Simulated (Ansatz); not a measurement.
## Calculated electric field gradients for Si3N4 with one atom moved

The cell is an entry of the Crystallography Open Database (COD), relaxed with PBE at fixed cell and then changed (atom 8 (N) moved by 0.05 Å).

```
CELL_PARAMETERS angstrom
7.59500 0.00000 0.00000
-3.79750 6.57746 0.00000
0.00000 0.00000 2.90230
ATOMIC_POSITIONS crystal
Si 0.76732 0.17356 0.32564
Si 0.59376 0.76732 0.82564
Si 0.82644 0.59376 0.32564
Si 0.23268 0.82644 0.82564
Si 0.40624 0.23268 0.32564
Si 0.17356 0.40624 0.82564
N 0.02936 0.32975 0.32565
N 0.69301 0.02282 0.82452
N 0.67025 0.69961 0.32565
N 0.97064 0.67025 0.82565
N 0.30039 0.97064 0.32565
N 0.32975 0.30039 0.82565
N 0.33333 0.66667 0.82553
N 0.66667 0.33333 0.32553
```

Sites (sets of like atoms) are named by element and the number of their first atom in this list.

Computed with Ansatz: DFT, PBE, plane waves and PAW, scalar-relativistic, 420 eV cutoff, Γ-centred 4×4×10 k-points, Fermi–Dirac smearing 0.02 eV.

Conventions: |V_zz| ≥ |V_yy| ≥ |V_xx|, η = (V_xx − V_yy)/V_zz, C_Q = eQV_zz/h.

¹⁴N: I = 1, Q = 20.44 mb. Q values from Pyykkö, Mol. Phys. 116, 1328 (2018).

```csv
site,atoms (order as listed),first shell,V_zz (10²¹ V/m²),η,C_Q (MHz)
Si1,1,4 N at 1.73–1.76 Å,-1.00,0.17,–
Si2,2,4 N at 1.69–1.73 Å,-0.47,0.46,–
Si3,3,4 N at 1.73 Å,0.91,0.41,–
Si4,4,4 N at 1.73 Å,1.02,0.43,–
Si5,5,4 N at 1.73 Å,0.94,0.42,–
Si6,6,4 N at 1.73 Å,1.02,0.69,–
N7,7,3 Si at 1.73 Å,-4.98,0.05,-2.46
N8,8,3 Si at 1.69–1.76 Å,-4.90,0.12,-2.42
N9,9,3 Si at 1.73 Å,-4.84,0.07,-2.39
N10,10,3 Si at 1.73 Å,-4.89,0.08,-2.42
N11,11,3 Si at 1.73 Å,-4.94,0.07,-2.44
N12,12,3 Si at 1.73 Å,-4.92,0.07,-2.43
N13,13,3 Si at 1.73 Å,-4.77,0.04,-2.36
N14,14,3 Si at 1.73 Å,-4.80,0.03,-2.37
```

At N7, N8, N9, N10, N11 and N12 and others V_zz stands upright on the plane through its three neighbours (within 4°) in each case.

Si has no stable isotope with a ground-state quadrupole moment in the table, so no C_Q is given.

At this cell the PBE pressure is 6 GPa, so with PBE the cell would grow if it were relaxed. With the atom moved the PBE pressure is 6 GPa. The atoms aren't relaxed after the move (largest force 1.8 eV/Å).

Hardware: 1 thread of AMD EPYC 9R45 (Zen 5) (x86_64; 16 cores open to the job, memory cap 3.0 GiB, no GPU), a shared host with a load of 0.2 a core. Wall time 21 s, CPU time 21 s, peak memory 0.67 GiB.
